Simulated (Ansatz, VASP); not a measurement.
**Al: VASP beside Ansatz**

File INCAR:

```
PREC = Accurate
ENCUT = 600
EDIFF = 1E-7
ISMEAR = 0
SIGMA = 0.1
LREAL = F
LASPH = T
NELM = 100
ALGO = Normal
ISIF = 3
LWAVE = F
LCHARG = F
GGA = PE
IBRION = 2
NSW = 100
EDIFFG = -0.01
```

File KPOINTS:

```
Automatic mesh
0
Gamma
  20 20 20
```

The input POSCAR:

```
Al
1.0
    2.7630160418      0.0000000000      0.0000000000
    0.0000000000      2.7630160418      0.0000000000
    0.0000000000      0.0000000000      2.6608551303
Al
1
Direct
    0.5000000000      0.5000000000      0.5000000000
```

Input for Ansatz:

```yaml
crystal:
  lattice:
    - [2.7630160418, 0.0, 0.0]
    - [0.0, 2.7630160418, 0.0]
    - [0.0, 0.0, 2.6608551303]
  atoms:
    - { symbol: Al, position: [0.5, 0.5, 0.5] }
basis:
  ecutwfc: 420
kpoints:
  mp_grid: { grid: [20, 20, 20] }
hamiltonian:
  xc: pbe
scf:
  occupations: { method: gaussian, width: 0.1 }
output:
  forces: true
  stress: true
  eigenvalues: true
  write_density: true
  write_potential: true
  elf: true
  volumetric_format: npy
relax:
  adjacent_minimum: "off"
  f_tol: 0.01
  max_steps: 80
  cell: { stress_tol: 0.05 }
```

Alike in both runs: task relaxation of cell and atoms; functional PBE; k mesh 20 × 20 × 20; occupations gaussian, width 0.1 eV; no spin polarisation.

|  | VASP | Ansatz |
| --- | --- | --- |
| version | VASP 6.6.1 | Ansatz 0.2.0 |
| potentials or method | VASP PAW PBE potentials, release 64 (Al) | scalar-relativistic, plane waves, PAW |
| plane-wave cutoff (eV) | 600 | 420 |
| valence electrons in the cell | 3 | 3 |

Ansatz gave:

* gap on the k mesh at the Fermi level, each at its own relaxed structure (eV): none
* relaxed volume (Å³/atom): 20.16
* relaxed cell length with the largest relative difference (Å): 2.721
* energy change over the relaxation (meV/atom): -8

Task: Estimate VASP's values.

Result: gap on the k mesh at the Fermi level, each at its own relaxed structure (eV): none; relaxed volume (Å³/atom): 20.15; relaxed cell length with the largest relative difference (Å): 2.721; energy change over the relaxation (meV/atom): -8.

A gap of «none» marks a metal or a gap that the smearing closes.
